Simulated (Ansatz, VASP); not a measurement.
**Te2Mo in VASP and in Ansatz**

Contents of INCAR:

```
  PREC = Accurate
  ENCUT = 520
  EDIFF = 1E-7
  ISMEAR = -1
  SIGMA = 0.05
  LREAL = False
  LASPH = True
  NELM = 60
  ALGO = Normal
  ISIF = 2
  LWAVE = False
  LCHARG = True
  GGA = PE
  LELF = True
  LVHAR = True
  NBANDS = 20
```

The input KPOINTS:

```
regular mesh
0
Gamma
  9 9 2
```

Contents of POSCAR:

```
Te2Mo
1.0
    3.5602328140      0.0000000000      0.0000000000
   -1.7801164070      3.0832520603      0.0000000000
    0.0000000000      0.0000000000     17.5240578200
Te Mo
2 1
Direct
    0.3308650000      0.6707280000      0.0994970000
    0.3428780000      0.6631600000      0.8979840000
   -0.0270590000     -0.0193960000      0.0011440000
```

Contents of input.yaml:

```yaml
crystal:
  lattice:
    - [3.560232814, 0.0, 0.0]
    - [-1.780116407, 3.0832520603, 0.0]
    - [0.0, 0.0, 17.52405782]
  atoms:
    - { symbol: Te, position: [0.330865, 0.670728, 0.099497] }
    - { symbol: Te, position: [0.342878, 0.66316, 0.897984] }
    - { symbol: Mo, position: [-0.027059, -0.019396, 0.001144] }
hamiltonian:
  xc: pbe
  pseudopotentials: { kind: paw }
kpoints:
  mp_grid: { grid: [9, 9, 2] }
scf:
  occupations: { method: fermi_dirac, width: 0.05 }
output:
  forces: true
  stress: true
  eigenvalues: true
  write_density: true
  write_potential: true
  elf: true
  volumetric_format: npy
```

Change from the starting cell: atoms moved at random, drawn with an rms of 0.05 Å.

Alike in both runs: task single point; functional PBE; k mesh 9 × 9 × 2; occupations fermi-dirac, width 0.05 eV; no spin polarisation.

|  | VASP | Ansatz |
| --- | --- | --- |
| version | VASP 6.6.1 | Ansatz 0.2.0 |
| potentials or method | VASP PAW PBE potentials, release 64 (Te, Mo_sv) | Ansatz PAW |
| plane-wave cutoff (eV) | 520 | 420 |
| valence electrons in the cell | 26 | 46 |

Ansatz gave:

```
gap on the k mesh at the Fermi level (eV) : 1.02
least direct gap on the mesh (eV)         : 1.02
rms of the force components (eV/Å)        : 0.771
```

Problem. Which values does VASP return?

Solution. gap on the k mesh at the Fermi level (eV): 1.02; least direct gap on the mesh (eV): 1.02; rms of the force components (eV/Å): 0.774.

Atom by atom the forces differ by 0.008 eV/Å (rms over components). The two sets of potentials don't hold the same shells in valence.

Caveats: spin-orbit coupling is left out, which moves the levels of the heavy elements; odd divisions of the mesh miss points on the zone boundary, where band edges often lie, so the gap on the mesh can be too wide (Ansatz).
